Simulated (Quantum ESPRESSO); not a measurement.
The system is Ag.

```
CELL_PARAMETERS angstrom
0.00000 2.04275 2.04275
2.04275 0.00000 2.04275
2.04275 2.04275 0.00000
ATOMIC_POSITIONS crystal
Ag 0.00000 0.00000 0.00000
```

Base run:

| Quantity | Value |
| --- | --- |
| Program | Quantum ESPRESSO 7.5 |
| Functional | TPSS |
| Potentials or basis | SG15 PBE 1.2 |
| Cutoff | 952 eV |
| Density cutoff | 3810 eV |
| k mesh | 8 × 8 × 8 |
| Occupations | fermi-dirac, width 0.05 eV |
| Spin | no spin polarisation |

Its results: band gap on the k mesh none (metal or under the smearing width); pressure 0.6 GPa.

Problem. After a change of settings the same cell gave: band gap on the k mesh none (metal or under the smearing width); pressure 1.4 GPa. Which change was it?
A. functional from TPSS to SCAN
B. functional from TPSS to PBEsol; k mesh from 8 × 8 × 8 to 11 × 11 × 11
C. functional from TPSS to PBE; k mesh from 8 × 8 × 8 to 11 × 11 × 11
D. functional from TPSS to r2SCAN

Solution. D.

Caveats: the potentials were made for another functional, which shifts forces and pressure.
